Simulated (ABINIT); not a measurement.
The system is BeTe.

```
CELL_PARAMETERS angstrom
0.00000 2.77000 2.77000
2.77000 0.00000 2.77000
2.77000 2.77000 0.00000
ATOMIC_POSITIONS crystal
Te 0.75000 0.75000 0.75000
Be 0.00000 0.00000 0.00000
```

Base run:

- Program: ABINIT 10.8.3 (patched build)
- Functional: PW91
- Potentials or basis: JTH PAW PBE v2.0
- Cutoff: 408 eV
- k mesh: 8 × 8 × 8
- Occupations: fermi-dirac, width 0.05 eV
- Spin: no spin polarisation

Its results: band gap on the k mesh 1.87 eV, indirect (least direct gap 3.67 eV).

**Question.** The run is repeated on the same cell with these changes: functional from PW91 to PBEsol; k mesh from 8 × 8 × 8 to 3 × 3 × 3. What comes out?

**Answer.** Band gap on the k mesh 2.06 eV, indirect (least direct gap 3.58 eV).

Several settings changed at once, so the effect can't be laid on one alone.

Caveats: some runs use coarse meshes; spin-orbit coupling is left out, which moves the levels of the heavy elements; an odd mesh through Γ misses points on the zone boundary, where band edges often lie (some runs).
